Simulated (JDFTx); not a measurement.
# Ti (P6_3/mmc) in JDFTx: equation of state, part 2 of 2

JDFTx 1.7.0 (patched build).

### 8 Equation of state, PBEsol, 18.69 Å³/atom (volume scaled by 1.06)

The input, Ti.in:

```
lattice \
    5.6840275131    -2.8420137567     0.0000000000 \
    0.0000000000     4.9225122224     0.0000000000 \
    0.0000000000     0.0000000000     9.0173724616
coords-type Lattice
ion Ti     0.6666666667     0.3333333333     0.7500000000 1
ion Ti     0.3333333333     0.6666666667     0.2500000000 1

ion-species pseudo/Ti.upf
elec-cutoff 42 336
elec-ex-corr gga-PBEsol
kpoint-folding 10 10 6
elec-smearing Fermi 0.0018374661
elec-n-bands 18
electronic-SCF nIterations 100 energyDiffThreshold 1e-09
electronic-minimize nIterations 30 energyDiffThreshold 1e-7
forces-output-coords Cartesian

dump-name run.$VAR
dump End Ecomponents EigStats BandEigs Kpoints Forces Stress
```

Potentials or basis: PseudoDojo-SR-PBEsol-0.4.1-standard with smoothed tails.

Command:

```sh
$ jdftx -c 1 -i Ti.in -o Ti.out
```

The log of the run:

```text
*************** JDFTx 1.7.0 (patched build) ***************

Input parsed successfully to the following command list (including defaults):
[... the input with its defaults ...]

---------- Setting up symmetries ----------

Found 24 point-group symmetries of the bravais lattice
Found 24 space-group symmetries with basis
Applied RMS atom displacement 3.28168e-10 bohrs to make symmetries exact.

---------- Initializing the Grid ----------
R =
[      5.68403     -2.84201            0  ]
[            0      4.92251            0  ]
[            0            0      9.01737  ]
unit cell volume = 252.303
G =
[    1.10541   0.638209         -0  ]
[          0    1.27642          0  ]
[          0         -0   0.696787  ]
Minimum fftbox size, Smin = [  48  48  76  ]
Chosen fftbox size, S = [  48  48  80  ]

---------- Initializing tighter grid for wavefunction operations ----------
R =
[      5.68403     -2.84201            0  ]
[            0      4.92251            0  ]
[            0            0      9.01737  ]
unit cell volume = 252.303
G =
[    1.10541   0.638209         -0  ]
[          0    1.27642          0  ]
[          0         -0   0.696787  ]
Minimum fftbox size, Smin = [  36  36  56  ]
Chosen fftbox size, S = [  36  36  56  ]

---------- Exchange Correlation functional ----------
Initalized PBEsol GGA exchange.
Initalized PBEsol GGA correlation.

---------- Setting up pseudopotentials ----------
Width of ionic core gaussian charges (only for fluid interactions / plotting) set to 0

Reading pseudopotential file 'pseudo/Ti.upf':
  'Ti' pseudopotential, 'PBESOL' functional
  Generated using ONCVPSP code by D. R. Hamann
  12 valence electrons, 4 orbitals, 6 projectors, 1001 radial grid points, with lMax = 2
    3S    l: 0   occupation:  2.0   eigenvalue: -2.295026
    3P    l: 1   occupation:  6.0   eigenvalue: -1.424955
    3D    l: 2   occupation:  2.0   eigenvalue: -0.157121
    4S    l: 0   occupation:  2.0   eigenvalue: -0.164537
  Core radius for overlap checks: 1.61 bohrs.

Initialized 1 species with 2 total atoms.

Folded 1 k-points by 10x10x6 to 600 k-points.

---------- Setting up k-points, bands, fillings ----------
Reduced to 56 k-points under symmetry.
Computing the number of bands and number of electrons
[... 23 lines left out ...]
LCAOMinimize: Converged (|Delta F|<1.000000e-06 for 2 iters).

-------- Electronic minimization -----------
Will mix electronic density at each iteration.
	FillingsUpdate:  mu: +0.506882847  nElectrons: 24.000000
	FillingsUpdate:  mu: +0.485127725  nElectrons: 24.000000
SCF: Cycle:  0   F: -116.530424064145137   dF: -6.825e-02   |Residual|: 1.888e-01   |deigs|: 1.361e-02
	FillingsUpdate:  mu: +0.457640735  nElectrons: 24.000000
SCF: Cycle:  1   F: -116.559948135076695   dF: -2.952e-02   |Residual|: 6.975e-02   |deigs|: 4.554e-02
	FillingsUpdate:  mu: +0.441785895  nElectrons: 24.000000
SCF: Cycle:  2   F: -116.566927210876116   dF: -6.979e-03   |Residual|: 3.601e-02   |deigs|: 2.581e-02
	FillingsUpdate:  mu: +0.452057825  nElectrons: 24.000000
SCF: Cycle:  3   F: -116.566968096687333   dF: -4.089e-05   |Residual|: 2.944e-02   |deigs|: 1.754e-02
	FillingsUpdate:  mu: +0.446165176  nElectrons: 24.000000
SCF: Cycle:  4   F: -116.567919338087393   dF: -9.512e-04   |Residual|: 2.025e-03   |deigs|: 9.583e-03
	FillingsUpdate:  mu: +0.446051439  nElectrons: 24.000000
SCF: Cycle:  5   F: -116.567954357005576   dF: -3.502e-05   |Residual|: 2.084e-03   |deigs|: 2.243e-04
	FillingsUpdate:  mu: +0.446554814  nElectrons: 24.000000
SCF: Cycle:  6   F: -116.567966328126545   dF: -1.197e-05   |Residual|: 2.833e-04   |deigs|: 8.283e-04
	FillingsUpdate:  mu: +0.446543710  nElectrons: 24.000000
SCF: Cycle:  7   F: -116.567970983740636   dF: -4.656e-06   |Residual|: 3.092e-04   |deigs|: 2.319e-05
[... 41 lines left out ...]
SCF: Cycle: 28   F: -116.567981454948949   dF: -1.093e-08   |Residual|: 1.116e-04   |deigs|: 1.220e-05
	FillingsUpdate:  mu: +0.446673683  nElectrons: 24.000000
SCF: Cycle: 29   F: -116.567981470376253   dF: -1.543e-08   |Residual|: 2.445e-05   |deigs|: 2.533e-05
	FillingsUpdate:  mu: +0.446678526  nElectrons: 24.000000
SCF: Cycle: 30   F: -116.567981472640042   dF: -2.264e-09   |Residual|: 2.310e-05   |deigs|: 7.735e-06
	FillingsUpdate:  mu: +0.446674794  nElectrons: 24.000000
SCF: Cycle: 31   F: -116.567981475229317   dF: -2.589e-09   |Residual|: 7.365e-06   |deigs|: 6.756e-06
	FillingsUpdate:  mu: +0.446672968  nElectrons: 24.000000
SCF: Cycle: 32   F: -116.567981476823832   dF: -1.595e-09   |Residual|: 9.961e-06   |deigs|: 2.810e-06
	FillingsUpdate:  mu: +0.446674337  nElectrons: 24.000000
SCF: Cycle: 33   F: -116.567981478069527   dF: -1.246e-09   |Residual|: 1.971e-06   |deigs|: 2.253e-06
	FillingsUpdate:  mu: +0.446674983  nElectrons: 24.000000
SCF: Cycle: 34   F: -116.567981478906717   dF: -8.372e-10   |Residual|: 2.379e-06   |deigs|: 1.058e-06
	FillingsUpdate:  mu: +0.446674854  nElectrons: 24.000000
SCF: Cycle: 35   F: -116.567981479650243   dF: -7.435e-10   |Residual|: 2.716e-06   |deigs|: 3.495e-07
SCF: Converged (|Delta E|<1.000000e-09 for 2 iters).

Setting wave functions to eigenvectors of Hamiltonian

# Stress tensor in Cartesian coordinates [Eh/a0^3]:
[  0.000360549 -1.09867e-14            0  ]
[ -1.09868e-14  0.000360549            0  ]
[            0            0  0.000378644  ]

# Ionic positions in lattice coordinates:
ion Ti   0.666666666666667   0.333333333333333   0.750000000000000 1
ion Ti   0.333333333333333   0.666666666666667   0.250000000000000 1

# Forces in Cartesian coordinates:
force Ti  -0.000000000000000   0.000000000000000   0.000000000000000 1
force Ti   0.000000000000000   0.000000000000000   0.000000000000000 1

# Energy components:
   Eewald =      -82.9148448672213476
       EH =       25.1210761775020046
     Eloc =      -91.2512933612954100
      Enl =        0.9298872912970083
      Exc =      -17.2068765927350782
 Exc_core =        2.0286084253817633
       KE =       46.7262028761281556
-------------------------------------
     Etot =     -116.5672400509428996
       TS =        0.0007414287073467
-------------------------------------
        F =     -116.5679814796502427

IonicMinimize: Iter:   0  F: -116.567981479650243  |grad|_K:  1.506e-35
IonicMinimize: Converged (|grad|_K<1.000000e-04).

#--- Lowdin population analysis ---
# oxidation-state Ti +0.144 +0.144

Dumping 'run.eigStats' ...
	eMin: -1.637958 at state 0 ( [ +0.000000 +0.000000 +0.000000 ] spin 0 )
	HOMO: +0.446609 at state 10 ( [ +0.000000 +0.200000 +0.333333 ] spin 0 )
	mu  : +0.446675
	LUMO: +0.447148 at state 25 ( [ +0.100000 +0.100000 +0.166667 ] spin 0 )
	eMax: +0.568030 at state 46 ( [ +0.200000 +0.300000 +0.333333 ] spin 0 )
	HOMO-LUMO gap: +0.000539
	Optical gap  : +0.011615 at state 10 ( [ +0.000000 +0.200000 +0.333333 ] spin 0 )
Done!
```

Run time: 2.3 min. Hardware: 1 thread of Intel Xeon 6975P-C (Granite Rapids), shared host; peak memory 0.22 GiB.

What came out:

| Quantity | Value |
| --- | --- |
| Free energy | -3171.9764 eV |
| Pressure | -10.8 GPa |
| Band gap on the k mesh | none (metal or under the smearing width) |

### 9 Equation of state, PBEsol

Potentials or basis: PseudoDojo-SR-PBEsol-0.4.1-standard with smoothed tails.

No new run: the results of the series are fitted here.

Results:

```yaml
Equilibrium_volume: 16.74 Å³/atom
Bulk_modulus_at_fixed_shape_and_positions: 118 GPa
Pressure_derivative_of_the_bulk_modulus: 3.5
```

Energy against volume, from the lowest point:
```
volume (Å³/atom)  energy (meV/atom)
          16.577               0.00
          16.930               0.20
          17.283               5.62
          17.636              15.80
          17.988              30.31
          18.341              48.76
          18.694              70.80
```

Caveat: the cell was scaled at fixed shape and fractional positions, which overstates the stiffness of a crystal with free parameters, most of all of layers and chains.
